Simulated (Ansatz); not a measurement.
The system is Cd.

```xyz
2
Lattice="2.9789 0.0000 0.0000 -1.4894 2.5798 0.0000 0.0000 0.0000 5.6177" Properties=species:S:1:pos:R:3 pbc="T T T"
Cd    1.4894    0.8599    4.2132
Cd    0.0000    1.7199    1.4044
```

Base run:

| Quantity | Value |
| --- | --- |
| Program | Ansatz 0.2.0 |
| Functional | RPBE |
| Potentials or basis | Ansatz PAW |
| Cutoff | 420 eV (not typed: the program's choice for these potentials) |
| k mesh | 10 × 10 × 5 |
| Occupations | methfessel-paxton, width 0.1 eV |
| Spin | spin-orbit coupling, no magnetisation |

Its results: band gap on the k mesh none (metal or under the smearing width); pressure 5.4 GPa.

The run is repeated on the same cell with these changes: functional from RPBE to PBE; occupations from methfessel-paxton, width 0.1 eV to fermi-dirac, width 0.1 eV. What comes out?

Band gap on the k mesh none (metal or under the smearing width); pressure 2.7 GPa.

Caveats: the PAW data sets come from PBE, with cores solved anew for the run's functional, which leaves a small shift of forces and pressure (some runs).
